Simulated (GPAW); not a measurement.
The system is Ge.

```xyz
1
Lattice="1.3971 -2.6005 0.0000 1.3971 2.6005 0.0000 0.0000 0.0000 2.6982" Properties=species:S:1:pos:R:3 pbc="T T T"
Ge    1.3971    0.0000    0.0000
```

This isn't the form of Ge at room conditions, which is diamond.

Base run:

| Property | Result |
| --- | --- |
| Program | GPAW 26.7.0 |
| Functional | PBEsol |
| Potentials or basis | PAW data sets generated in the run's folder for this functional |
| Cutoff | 600 eV |
| Basis | pw |
| k mesh | 11 × 11 × 10 |
| Occupations | fermi-dirac, width 0.05 eV |
| Spin | no spin polarisation |

Its results: pressure -4.2 GPa.

Question: The run is repeated on the same cell with these changes: functional from PBEsol to LDA; potentials or basis from PAW data sets generated in the run's folder for this functional to the program's PAW data sets (release 1.2.1) made for this functional. What comes out?

Answer: Pressure -5.8 GPa.
